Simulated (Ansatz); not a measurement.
HfB$_{2}$: relaxed-ion elastic tensor

The calculation used Ansatz, DFT PBE, scalar-relativistic, plane waves, PAW. Cutoff 420 eV, 18×18×14 k-points (Γ-centred), Fermi-Dirac smearing of 0.15 eV. No spin polarisation.

The cell, relaxed at this level:
```yaml
crystal:
  lattice:
    - [3.14597, 0.00000, 0.00000]
    - [-1.57299, 2.72449, 0.00000]
    - [0.00000, 0.00000, 3.48613]
  atoms:
    - { symbol: Hf, position: [0.00000, 0.00000, 0.00000] }
    - { symbol: B, position: [0.33333, 0.66667, 0.50000] }
    - { symbol: B, position: [0.66667, 0.33333, 0.50000] }
```

It was relaxed at this level from a cell as deposited in COD. In a metal, frequencies and elastic constants depend on the k mesh and the smearing, soft modes and shear constants most. Spin–orbit coupling is left out, which matters for heavy elements.

Q: Give the relaxed-ion elastic constants (GPa, Voigt order xx yy zz yz xz xy, on the Cartesian axes of the cell above).

A:
```
594.6  65.1 121.0   0.0   0.0   0.0
 65.1 594.6 121.0   0.0   0.0   0.0
121.0 121.0 444.0   0.0   0.0   0.0
  0.0   0.0   0.0 258.1   0.0   0.0
  0.0   0.0   0.0   0.0 258.1   0.0
  0.0   0.0   0.0   0.0   0.0 264.8
```

Q: Is the crystal stable against homogeneous strain?

A: Yes: the least eigenvalue of the tensor is 258.1 GPa.

Q: And the moduli of a polycrystal (Hill averages)?

A: B = 249 GPa, G = 241 GPa, E = 547 GPa, ν = 0.13.
